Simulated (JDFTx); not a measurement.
The system is W.

```
CELL_PARAMETERS angstrom
0.00000 2.03000 2.03000
2.03000 0.00000 2.03000
2.03000 2.03000 0.00000
ATOMIC_POSITIONS crystal
W 0.00000 0.00000 0.00000
```

This isn't the form of W at room conditions, which is bcc.

* Program: JDFTx 1.7.0 (patched build)
* Task: single point
* Functional: PBE
* Potentials or basis: PseudoDojo-SR-PBE-0.5-standard
* Cutoff: 1007 eV
* Density cutoff: 4027 eV
* k mesh: 11 × 11 × 11
* Occupations: fermi-dirac, width 0.05 eV
* Spin: no spin polarisation

On this cell: pressure -4.8 GPa; band gap on the k mesh none (metal or under the smearing width).

The same run follows on a disturbed copy (cell strained at random at fixed volume):

```
CELL_PARAMETERS angstrom
0.01192 2.00823 2.03186
2.02971 0.01106 2.03272
2.05415 2.03352 -0.01337
ATOMIC_POSITIONS crystal
W 0.99325 0.99126 0.01410
```

Task: What does the disturbed cell give?

Result: The energy (extrapolated to zero smearing) moves by -4.5 meV/atom; pressure -4.8 GPa; band gap on the k mesh none (metal or under the smearing width).

Stress tensor (GPa, compression positive):
```
-4.11  2.43 -0.76
 2.43 -6.55 -1.04
-0.76 -1.04 -3.60
```

The energy falls, though the first cell shows no forces: that form is unstable against this distortion, unless noise or another electronic state is at work.
